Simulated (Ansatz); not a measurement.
Crystal: TePt.

```xyz
2
Lattice="3.9549 0.0000 0.0000 -1.9774 3.4250 0.0000 0.0000 0.0000 3.8598" Properties=species:S:1:pos:R:3 pbc="T T T"
Pt    0.0000    0.0000    0.0000
Te    1.9774    1.1417    1.9299
```

Measurements of this composition are mostly on another form, of space group No. 166.

| Item | Value |
| --- | --- |
| Program | Ansatz 0.2.0 |
| Task | relaxation of cell and atoms |
| Functional | r2SCAN |
| Potentials or basis | Ansatz PAW |
| Cutoff | 500 eV (not typed: the program's choice for these potentials) |
| k mesh | 8 × 8 × 7 |
| Occupations | fermi-dirac, width 0.05 eV |
| Spin | no spin polarisation |

At the start: volume 26.14 Å³/atom.

Question: How do energy, volume and symmetry change on relaxing?

Answer: It ends after 7 steps and the volume is 22.20 Å³/atom (-15.1 %); space group P-6m2 (No. 187, to 0.05 Å).

The path:
| step | energy change (eV) | largest force (eV/Å) | volume (Å³) |
| --- | --- | --- | --- |
| 1 | 0.0000 | 0.0000 | 52.28 |
| 2 | -0.3780 | 0.0000 | 46.50 |
| 3 | -0.4225 | 0.0000 | 43.09 |
| 4 | -0.4355 | 0.0000 | 44.42 |
| 5 | -0.4359 | 0.0000 | 44.39 |
| 6 | -0.4360 | 0.0000 | 44.40 |
| 7 | -0.4349 | 0.0000 | 44.40 |

Final structure:
```
Pt Te
1.0
     3.83972    0.00000    0.00000
    -1.91986    3.32529    0.00000
     0.00000    0.00000    3.47711
Pt Te
1 1
Cartesian
  0.0000 0.0000 0.0000
  1.9199 1.1084 1.7386
```

Caveat: the volume moved by over 15 % at a fixed basis, so the end points are rough; the plane-wave basis is chosen anew once the cell has moved, so the energies of steps on either side of that aren't comparable; the PAW data sets come from PBE, with cores solved anew for the run's functional, which leaves a small shift of forces and pressure.
